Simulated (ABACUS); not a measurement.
SiC (Moissanite 6H) in ABACUS: the effect of dispersion

Crystal: SiC (Moissanite 6H).

```xyz
12
Lattice="3.0950 0.0000 0.0000 -1.5475 2.6803 0.0000 0.0000 0.0000 15.1700" Properties=species:S:1:pos:R:3 pbc="T T T"
Si    1.5475    0.8934    6.9524
Si    0.0000    1.7869   14.5374
Si    1.5475    0.8934   12.0101
Si    0.0000    1.7869    4.4251
Si    0.0000    0.0000    9.4812
Si    0.0000    0.0000    1.8962
C     1.5475    0.8934    5.0562
C     0.0000    1.7869   12.6412
C     1.5475    0.8934   10.1138
C     0.0000    1.7869    2.5288
C     0.0000    0.0000    7.5850
C     0.0000    0.0000    0.0000
```

Alike in all runs:

| Quantity | Value |
| --- | --- |
| Program | ABACUS 3.10.1 |
| Task | single point |
| Functional | PBE |
| Potentials or basis | PseudoDojo NC SR 0.4.1 PBE standard |
| Cutoff | 1361 eV |
| Density cutoff | 5442 eV |
| Basis | DZP LCAO (the cutoffs set its grid) |
| k mesh | 10 × 10 × 2 |
| Occupations | fermi-dirac, width 0.05 eV |
| Spin | no spin polarisation |

```csv
dispersion,pressure (GPa)
none,?
D2,0.7
D3,2.2
D3(BJ),-0.4
D3(BJ)+ABC,0.2
```

Q: What does the run with dispersion none give?

A: Pressure 4.2 GPa.

Caveats: the atomic orbitals were generated for these runs and aren't a published set; the basis of atomic orbitals isn't converged, which shifts pressures, moduli and gaps.
